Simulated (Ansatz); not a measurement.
The cell is COD entry 1534932, as deposited and not checked against the literature; nothing was relaxed.

An input for Ta and the output that it gave: DFT, PBE, all-electron LAPW, scalar-relativistic (Ansatz 0.2.0).

```yaml
crystal:
  lattice:
    - [0.0, 2.11, 2.11]
    - [2.11, 0.0, 2.11]
    - [2.11, 2.11, 0.0]
  atoms:
    - { symbol: Ta, position: [0.0, 0.0, 0.0] }
kpoints:
  mp_grid: { grid: [15, 15, 15] }
  band_path:
    path:
      - [0.0, 0.0, 0.0]
      - [0.5, 0.0, 0.5]
      - [0.625, 0.25, 0.625]
      - [0.375, 0.375, 0.75]
      - [0.0, 0.0, 0.0]
      - [0.5, 0.5, 0.5]
      - [0.5, 0.25, 0.75]
      - [0.5, 0.0, 0.5]
    npoints: 8
scf:
  occupations: { method: fermi_dirac, width: 0.08 }
hamiltonian:
  xc: pbe
  pseudopotentials: { kind: all_electron, lapw: { basis_error: 0.0005 } }
output:
  forces: true
  stress: true
  eigenvalues: true
  populations: true
  dos: { projected: true, de: 0.2, e_range: [-14, 8] }
```

What the program printed:

```
Ta: projections on atomic orbitals take those of the free atom 1s2 2s2 2p6 3s2 3p6 3d10 4s2 4p6 4d10 4f14 5s2 5p6 5d3 6s2, of charge +0.00 (hamiltonian.pseudopotentials.projection_atoms)
LAPW: plane waves up to 8.155 Å⁻¹, error target 5.0e-4 eV per atom; small_component_spin mean_spin; Ta in spheres of 1.492 Å, 37 of its electrons in bands, Dirac shells []
Engine: ansatz 0.2.0
Pseudopotentials: kind: all_electron
Pseudopotential: Ta, LAPW, valence charge 37, Koelling and Harmon's equation, gaussian nucleus
Functional definition: PBE
  parameter kappa = 0.804
  parameter beta = 0.06672455060314922
  exchange = pbe_x(kappa = kappa, mu = beta*pi^2/3)
  correlation = pbe_c(beta = beta)
Crystal: 1 atoms, lattice volume = 18.788 Å³
Basis set: ecut = 253.36270721623788 eV, 169 PW (Γ), exchange–correlation at level 2
Bands: 23, of which v1, the nominal top of the filled ones, is band 19 counted from 1 (18 counted from 0)
Symmetry: 48 space group operations
Space group: Fm-3m (ITA 225), of the structure as read, at distance tolerance 2.7e-5 Å
k-points: 120 of 3375
Non-local potential: Ta, projectors of the file, none
Initial density: superposition of atomic densities (chi_scale 0.1, normalization cell)
Initial wavefunctions: plane waves of lowest kinetic energy (no species holds an atomic orbital)
Functional: x = pbe(κ = 0.804, μ = 0.2195149727645171), c = pbe(β = 0.06672455060314922)
iter 1 solved again at ethr=2.23e-4 eV; its pass at ethr=1.00e-1 eV (dr2=8.25e-2 eV) is discarded
SCF iter   1: F=—  HF=-424569.034326 eV  |F-HF|=—  |Δ(HF+E_count)|=         —  Δρ=2.73e-2  dr2=8.30e-2  ethr=2.23e-4  ⟨swp⟩=3.0  Hψ=17425  notcnv=0
preconditioner: auto → Kerker (q_TF=auto, 3.055 Å⁻¹)  [metal: Δε(μ)=0.028 eV  Ē_g=24.236 eV  σ=0.080 eV  W_gap=0.09  n_scr=14 (ndim 8)  ℏωp=42.8 eV  f_vac=0.000  D(μ)=1.29/eV (n_scr^D=14)]
SCF iter   2: F=—  HF=-424568.893189 eV  |F-HF|=—  |Δ(HF+E_count)|=   1.41e-1  Δρ=1.48e-2  dr2=2.83e-2  ethr=2.23e-4  ⟨swp⟩=2.0  Hψ=8461  notcnv=0
SCF iter   3: F=—  HF=-424568.879893 eV  |F-HF|=—  |Δ(HF+E_count)|=   1.33e-2  Δρ=9.74e-3  dr2=1.37e-2  ethr=7.64e-5  ⟨swp⟩=2.0  Hψ=8157  notcnv=0
SCF iter   4: F=—  HF=-424568.875381 eV  |F-HF|=—  |Δ(HF+E_count)|=         —  Δρ=5.31e-3  dr2=4.74e-3  ethr=3.71e-5  ⟨swp⟩=2.0  Hψ=8149  notcnv=0
the basis was enlarged: its passes take 173.0 KiB over the memory plan, 1 of 1 planned eigensolver slots
iter 5 solved again at ethr=1.15e-6 eV; its pass at ethr=1.28e-5 eV (dr2=4.27e-4 eV) is discarded
SCF iter   5: F=—  HF=-424568.875832 eV  |F-HF|=—  |Δ(HF+E_count)|=   4.51e-4  Δρ=1.41e-3  dr2=4.26e-4  ethr=1.15e-6  ⟨swp⟩=2.0  Hψ=13639  notcnv=0
SCF iter   6: F=—  HF=-424568.875886 eV  |F-HF|=—  |Δ(HF+E_count)|=   5.46e-5  Δρ=3.78e-4  dr2=2.49e-5  ethr=1.15e-6  ⟨swp⟩=2.0  Hψ=8160  notcnv=0
SCF iter   7: F=—  HF=-424568.875886 eV  |F-HF|=—  |Δ(HF+E_count)|=   6.94e-7  Δρ=9.38e-5  dr2=1.76e-6  ethr=6.73e-8  ⟨swp⟩=2.0  Hψ=8162  notcnv=0
SCF iter   8: F=-424568.875885 eV  HF=-424568.875885 eV  |F-HF|=2.73e-8  |Δ(HF+E_count)|=   2.38e-7  Δρ=2.10e-5  dr2=8.18e-8  ethr=4.75e-9  ⟨swp⟩=2.0  Hψ=8163  notcnv=0
SCF 1 converged in 8 iterations: F = -424568.875885 eV  dr2 = 8.18e-8
NSCF: frozen V_eff on 57 k-points
SCF converged after 8 iterations
Free energy (F): -424568.875885 eV
Harris-Foulkes:  -424568.875885 eV  (|F-HF|=2.73e-8)
Internal energy: -424568.847813 eV  (E = F + TS)
E sigma→0 (E₀):  -424568.861849 eV
Entropy (-TS):   -0.028072 eV (-28.072 meV/atom)
Fermi energy:    24.041218 eV
--- Per-component energies (eV) ---
  E_band       = -1896.755170
  E_kinetic    = 473935.099863
  E_xc         = -8622.987830
  E_electrostatic = -889880.959846  (all electrons and nuclei)
  E_smearing   = -0.028072  (= −TS)
  E_closure    = 0.000000  (closes the sum)
  E_atoms      = -424559.369556  (free atoms, spherical and without spin; not in F)
  Σ components = -424568.875885   (vs F -424568.875885, Δ=0.00e0)
  Basis errors (estimates in eV, not in F): energy 1.1e-4 per atom: plane waves 9.2e-5 (4.7e-5 summed), levels above the bands 1.3e-60, relativity 3.8e-8, radial functions 1.6e-5, core shells 3.7e-7; eigenvalues (radial functions only) 6.2e-7; not estimated: angular momenta, meshes, grids; target (lapw.basis_error) 5.0e-4; muffin-tin radii Ta 1.492 Å
--- Forces (eV/Å), atoms counted from 1 ---
  atom   1  Ta     0.00000000     0.00000000    -0.00000000
  max |Σ_I F_I| component: 2.79e-31 eV/Å
--- Stress (GPa, compression-positive) ---
        0.568964      -0.000000       0.000000
       -0.000000       0.568964       0.000000
        0.000000       0.000000       0.568964
  P = ⅓ Tr σ = 0.5690 GPa (5.690 kbar)
--- Band table (eV; the first three rows and the last of 120) ---
  k-point 0: bands = ["-192.4349", "-192.4349", "-192.4145", "-192.4145", "-192.4145", "-43.5427", "-9.5478", "-9.5478", "-9.5478", "4.6743", "4.6743", "4.6743", "4.6765", "4.7359", "4.7359", "4.7359", "15.9261", "24.4848", "24.4848", "24.4848", "27.4840", "27.4840", "36.1554"]
  k-point 1: bands = ["-192.4349", "-192.4349", "-192.4145", "-192.4145", "-192.4145", "-43.5390", "-9.5948", "-9.5537", "-9.5537", "4.6737", "4.6755", "4.6755", "4.6783", "4.7335", "4.7335", "4.7360", "16.1038", "24.3306", "24.5697", "24.5697", "27.4007", "27.4007", "36.5238"]
  k-point 2: bands = ["-192.4349", "-192.4349", "-192.4145", "-192.4145", "-192.4145", "-43.5282", "-9.7260", "-9.5705", "-9.5705", "4.6720", "4.6791", "4.6791", "4.6840", "4.7271", "4.7271", "4.7363", "16.6118", "23.9533", "24.7737", "24.7737", "27.2402", "27.2402", "37.4089"]
  k-point 119: bands = ["-192.4349", "-192.4348", "-192.4145", "-192.4145", "-192.4145", "-43.4260", "-10.2393", "-10.1934", "-9.9163", "4.6863", "4.6867", "4.6956", "4.6965", "4.6973", "4.7021", "4.7328", "21.2986", "22.5534", "23.1586", "26.1193", "30.3295", "33.1458", "34.3148"]
--- Löwdin populations: 1 site ---
  site symbol       q [e]
     0     Ta     72.8972
  spilling = 0.001408 (of n_electrons = 73.000000)
```
